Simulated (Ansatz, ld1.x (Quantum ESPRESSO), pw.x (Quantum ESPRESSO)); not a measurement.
## molybdenum: one change to the TM potential, in the atom and in the fcc crystal

- Element: molybdenum (Mo)
- Generator: ld1.x (Quantum ESPRESSO) 7.5
- Type: norm-conserving Troullier–Martins (Kleinman–Bylander form)
- Functional: PBE
- Relativity: scalar-relativistic
- Frozen core: [Kr]
- Valence charge: 6
- Reference configuration: 4d5 5s1 5p0
- Partial waves: 5p (bound, empty): rc 3.35 bohr; 4d (bound): rc 1.50 bohr; 5s (bound): rc 2.45 bohr
- Local potential: the s channel
- Core correction: none

Change: wave 5s (bound): rc 2.45 bohr becomes 5s (bound): rc 3.46 bohr.

Cutoffs, loose and tight: the cutoffs (Ry, on a coarse ladder) from which the occupation-weighted sum of valence levels, in a spherical-Bessel basis at the reference potential, stays within 10 and 1 mRy of its value at 400 Ry. They do not see the model core or the augmentation charge, which bear on the density cutoff. Test errors are all-electron minus pseudo excitation energies from the reference, over the configurations 4d5 5s0 5p0; 4d4 5s0 5p0; 4d3 5s0 5p0; 4d5.5 5s0.5 5p0; 4d2 5s0 5p0; 4d4 5s1 5p1; 4d4 5s2 5p0; variants that change the core or the reference have their own tests.

Crystal test: fcc Mo in pw.x 7.5, no spin, 14³ k-points, Fermi–Dirac smearing 0.01 Ry, cutoffs set for each file from its atomic test. The reference is all-electron LAPW (Ansatz 0.2.0) with the same functional, mesh and smearing; V0 and B0 come from Birch–Murnaghan fits to the pressures at five volumes. Errors are pseudo minus all-electron; Δ is the rms difference of the E(V) curves that follow from these fits, minima aligned, over ±6 % about the mean V0. Mesh and smearing are coarse, so the numbers serve the comparison and aren't converged zero-temperature values; the lattice is a test structure that the element need not adopt.

All-electron: a0 = 4.005 Å (V0 = 16.06 Å³/atom), B0 = 235.3 GPa.

Question: Does the change bring the crystal closer to the all-electron result?

Answer: The mean pressure error goes from +13.45 to +7.12 GPa, so the change moves the solid closer to the all-electron pressures.

| quantity | base | changed |
| --- | --- | --- |
| outcome (atom) | generated | generated |
| cutoff, loose (atom) | 45 Ry | 45 Ry |
| cutoff, tight (atom) | 55 Ry | 55 Ry |
| bound ghosts (atom) | none | none |
| largest test error (meV) (atom) | -527 | -631 |
| cutoffs in pw.x (Ry) | 70/280 | 70/280 |
| a0 (Å) | – | 4.043 |
| a0 error (%) | – | +0.96 |
| B0 error (%) | – | -1.7 |
| Δ (meV/atom) | – | 23.8 |
| mean pressure error (GPa) | +13.45 | +7.12 |

A dash: not determined, or the minimum lies outside the volumes sampled.

Base: The largest radius (3.35 bohr) exceeds half the bond length (2.67 bohr), so the spheres overlap, which is one possible source of error among others. This is a poor potential for the solid. Changed file: The largest radius (3.46 bohr) exceeds half the bond length (2.67 bohr), so the spheres overlap, which is one possible source of error among others. This is a poor potential for the solid. The atomic cutoffs weigh occupied waves only.
